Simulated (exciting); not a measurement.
Here is an exciting (release sodium) calculation.

The input input.xml:

```xml
<input>
  <title>Zr</title>
  <structure speciespath="./" tshift="false">
    <crystal scale="1">
      <basevect>6.107594834790 0.000000000000 0.000000000000</basevect>
      <basevect>-3.053797417395 5.289332282892 0.000000000000</basevect>
      <basevect>0.000000000000 0.000000000000 9.726420363449</basevect>
    </crystal>
    <species speciesfile="Zr.xml" rmt="2.3">
      <atom coord="0.666666666700 0.333333333300 0.750000000000"/>
      <atom coord="0.333333333300 0.666666666700 0.250000000000"/>
    </species>
  </structure>
  <groundstate do="fromscratch" ngridk="9 9 5" rgkmax="9" gmaxvr="14" lmaxapw="10" lmaxmat="10" lmaxvr="8" xctype="LDA_PW" stype="Fermi Dirac" swidth="0.00183747" nempty="18" ValenceRelativity="iora*" epsengy="1e-05" epspot="1e-05" maxscl="60" outputlevel="high"/>
  <properties>
    <bandstructure>
      <plot1d>
        <path steps="80">
          <point coord="0 0 0" label="G"/>
          <point coord="0.5 0 0" label="M"/>
          <point coord="0.3333333333 0.3333333333 0" label="K"/>
          <point coord="0 0 0" label="G"/>
          <point coord="0 0 0.5" label="A"/>
          <point coord="0.5 0 0.5" label="L"/>
          <point coord="0.3333333333 0.3333333333 0.5" label="H"/>
          <point coord="0 0 0.5" label="A" breakafter="true"/>
          <point coord="0.5 0 0.5" label="L"/>
          <point coord="0.5 0 0" label="M" breakafter="true"/>
          <point coord="0.3333333333 0.3333333333 0" label="K"/>
          <point coord="0.3333333333 0.3333333333 0.5" label="H"/>
        </path>
      </plot1d>
    </bandstructure>
  </properties>
</input>
```

Potentials or basis: all-electron LAPW+lo, shipped species files, valence relativity iora*.

Run with:

```sh
$ OMP_NUM_THREADS=1 exciting_smp
```

(1) Predict the band gap on the k mesh.

Answers

(1) none (metal or under the smearing width).
